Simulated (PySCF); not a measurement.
# Indirect couplings

Molfile (atoms numbered from 1):
```
C4H6O2
     RDKit          3D

 12 12  0  0  0  0  0  0  0  0999 V2000
    2.2228   -1.3742    0.2072 O   0  0  0  0  0  0  0  0  0  0  0  0
    1.1763   -0.8221    0.0564 C   0  0  0  0  0  0  0  0  0  0  0  0
    0.8503    0.6525    0.2144 C   0  0  0  0  0  0  0  0  0  0  0  0
   -0.6649    0.6611    0.3307 C   0  0  0  0  0  0  0  0  0  0  0  0
   -1.0341   -0.5746   -0.4858 C   0  0  0  0  0  0  0  0  0  0  0  0
    0.0522   -1.4754   -0.3174 O   0  0  0  0  0  0  0  0  0  0  0  0
    1.2019    1.1677   -0.6964 H   0  0  0  0  0  0  0  0  0  0  0  0
    1.3991    1.0801    1.0630 H   0  0  0  0  0  0  0  0  0  0  0  0
   -0.9661    0.5235    1.3810 H   0  0  0  0  0  0  0  0  0  0  0  0
   -1.1458    1.5757   -0.0420 H   0  0  0  0  0  0  0  0  0  0  0  0
   -1.1394   -0.3378   -1.5593 H   0  0  0  0  0  0  0  0  0  0  0  0
   -1.9524   -1.0766   -0.1517 H   0  0  0  0  0  0  0  0  0  0  0  0
  1  2  2  0
  2  3  1  0
  3  4  1  0
  4  5  1  0
  5  6  1  0
  6  2  1  0
  3  7  1  0
  3  8  1  0
  4  9  1  0
  4 10  1  0
  5 11  1  0
  5 12  1  0
M  END
```

Method: B3LYP/pcJ-1 (without the spin–dipole term)//PBE0-D3(BJ)/def2-SVP, PySCF 2.14.0 with density-fitted response routines; isolated molecule, single conformer, non-relativistic. Couplings are averaged over pairs made equivalent by symmetry, fast rotation or ring inversion, so a value needn't be that of the named pair in this geometry, while other rotamers aren't included; one pair stands for each set, and the list holds a selection of those of at least 0.8 Hz over up to four bonds, among pairs with at least one C or H atom (others weren't computed).

Isotopes: 13C, 1H, 17O. Couplings to quadrupolar nuclei such as 17O and 33S are rarely resolved in practice.

| pair | bonds | J (Hz) |
| --- | --- | --- |
| O1, C2 | 1 | ? |
| C2, C3 | 1 | ? |
| C2, O6 | 1 | 32.3 |
| C3, C4 | 1 | 35.7 |
| C3, H7 | 1 | 140.8 |
| C4, C5 | 1 | 31.5 |
| C4, H9 | 1 | 139.2 |
| C5, O6 | 1 | 22.3 |
| C5, H11 | 1 | 154.9 |
| C2, C4 | 2 | 2.3 |
| C2, C5 | 2 | 3.9 |
| C2, H7 | 2 | ? |
| C3, C5 | 2 | -1.6 |
| C3, H9 | 2 | -3.0 |
| C4, H7 | 2 | -2.2 |
| C5, H9 | 2 | ? |
| O6, H11 | 2 | -8.4 |
| H7, H8 | 2 | ? |
| H9, H10 | 2 | -13.6 |
| H11, H12 | 2 | ? |
| C2, H11 | 3 | 3.8 |
| C3, H11 | 3 | ? |
| C5, H7 | 3 | 4.3 |
| H7, H10 | 3 | 9.8 |
| H9, H11 | 3 | ? |
| H9, H12 | 3 | 7.8 |

Estimate the withheld couplings, with signs.

## Answers


- 1J(O1,C2) = 25.8 Hz (bond length 1.193 Å)
- 1J(C2,C3) = 52.8 Hz (bond length 1.518 Å)
- 2J(C2,H7) = -5.4 Hz (mean over equivalent pairs that range from -7.2 to -3.7 Hz in this conformer)
- 2J(C5,H9) = -1.9 Hz (mean over equivalent pairs that range from -4.6 to 0.7 Hz in this conformer)
- 2J(H7,H8) = -18.8 Hz (angle at C3 107°)
- 2J(H11,H12) = -10.5 Hz (angle at C5 108°)
- 3J(C3,H11) = 2.7 Hz (mean over equivalent pairs that range from 1.1 to 4.3 Hz in this conformer)
- 3J(H9,H11) = 6.8 Hz (mean over equivalent pairs that range from 0.3 to 13.3 Hz in this conformer)
